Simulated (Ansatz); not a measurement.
Runs of Ansatz 0.2.0 on TePb. The structure is cubic, space group Fm-3m (No. 225). Conventional cell: a = 6.462 Å, b = 6.462 Å, c = 6.462 Å, α = 90.00°, β = 90.00°, γ = 90.00°. Around Pb (site symmetry m-3m) lie 6 Te at 3.23 Å. Te (site symmetry m-3m) has 6 Pb at 3.23 Å as nearest neighbours. 

| task | level | potentials or basis | spin | cell | cutoff (eV) | points for each segment of the path | pressure (GPa) | V0 of scaled cells (Å³/atom) | relaxed volume (Å³/atom) | B0 (GPa) |
| --- | --- | --- | --- | --- | --- | --- | --- | --- | --- | --- |
| equation of state | PBEsol | Ansatz PAW | SOC, no magnetisation | as given | 420 | - | - | 33.21 | - | (b) |
| equation of state | PBE | Ansatz PAW | off | as given | 420 | - | - | 35.43 | - | (c) |
| relaxation of cell and atoms | LDA | Ansatz PAW | off | relaxed | 420 | - | 0.0 | - | 32.48 | - |
| relaxation of cell and atoms | rPW86-PBE+rVV10 | Ansatz PAW | off | relaxed | 420 | - | 0.0 | - | 35.88 | - |
| equation of state | r2SCAN | Ansatz PAW | off | as given | 500 | - | - | (a) | - | 42 |
| relaxation of cell and atoms | exchange-only PBE | Ansatz PAW | off | relaxed | 420 | - | 0.0 | - | 43.30 | - |
| band structure | BLYP | Ansatz PAW | off | as given | 420 | 14 | 5.3 | - | - | - |
| band structure | PBE | PseudoDojo standard (PBE files) | off | as given | 1120 | 14 | 2.0 | - | - | - |

Alike in all rows: k mesh 7 × 7 × 7; smearing fermi-dirac 0.05 eV.

Task: Estimate the missing entries.

Result: (a) 34.88; (b) 43; (c) 38.

Caveats: the PAW data sets come from PBE, with cores solved anew for the run's functional, which leaves a small shift of forces and pressure (some runs); the plane-wave basis is chosen anew once the cell has moved, so the energies of steps on either side of that aren't comparable (some runs); the PAW data sets were made with another functional, which shifts forces and pressure a little (some runs); the volume moved by over 15 % at a fixed basis, so the end points are rough (some runs); the volume moved by +28 % from the deposited cell, more than functionals usually miss (some runs).
